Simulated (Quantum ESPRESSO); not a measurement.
# CrCuO2 under changes of volume

One of the cells (10.911 Å³/atom); the others are scaled copies at fixed shape and fractional positions:

```
CELL_PARAMETERS angstrom
1.48670 0.85835 5.70000
-1.48670 0.85835 5.70000
0.00000 -1.71669 5.70000
ATOMIC_POSITIONS crystal
Cu 0.00000 0.00000 0.00000
Cr 0.50000 0.50000 0.50000
O 0.89208 0.89208 0.89208
O 0.10792 0.10792 0.10792
```

```yaml
Program: Quantum ESPRESSO 7.5
Functional: LDA
Potentials_or_basis: GBRV 1.5 LDA
Cutoff: 762 eV
Density_cutoff: 6095 eV
k_mesh: 6 × 6 × 6
Occupations: fermi-dirac, width 0.05 eV
Spin: collinear spin, ferromagnetic start
Starting_moments: "[0.6, 3.0, 0.0, 0.0] μB"
```

| volume (Å³/atom) | energy over the lowest point (meV/atom) | pressure (GPa) | gap on the mesh (eV) |
| --- | --- | --- | --- |
| 10.256 | 1.14 | 2.9 | 0.48 |
| 10.474 | 0.00 | -1.7 | 0.56 |
| 10.692 | 4.73 | -5.7 | 0.64 |
| 10.911 | 14.67 | -9.4 | 0.72 |
| 11.129 | 29.26 | -12.6 | 0.79 |
| 11.347 | ? | ? | ? |
| 11.565 | 70.36 | -18.0 | 0.80 |

Q: What does the run at 11.347 Å³/atom give?

A: Energy over the lowest point 47.96 meV/atom; pressure -15.5 GPa; gap on the mesh 0.82 eV.

Worked out: A Birch-Murnaghan fit of order 3 (a polynomial in V^(-2/3)) to the other rows has its minimum at 10.40 Å³/atom with B0 = V·E''(V) = 212 GPa and B' = 4.5 at fixed shape and positions, which overstates the stiffness. It gives 47.96 meV/atom at 11.347 Å³/atom, against the run's 47.96, and -dE/dV = -15.2 GPa, against -15.5. A parabola through the other rows of the gap, of slope 1.1 eV per unit of ln V there, gives 0.80 eV, against the run's 0.82.

Energies are extrapolated to zero smearing.

Caveats: only a ferromagnetic start was run, and an antiferromagnetic order may lie lower in energy.

A mesh can miss the band edges.
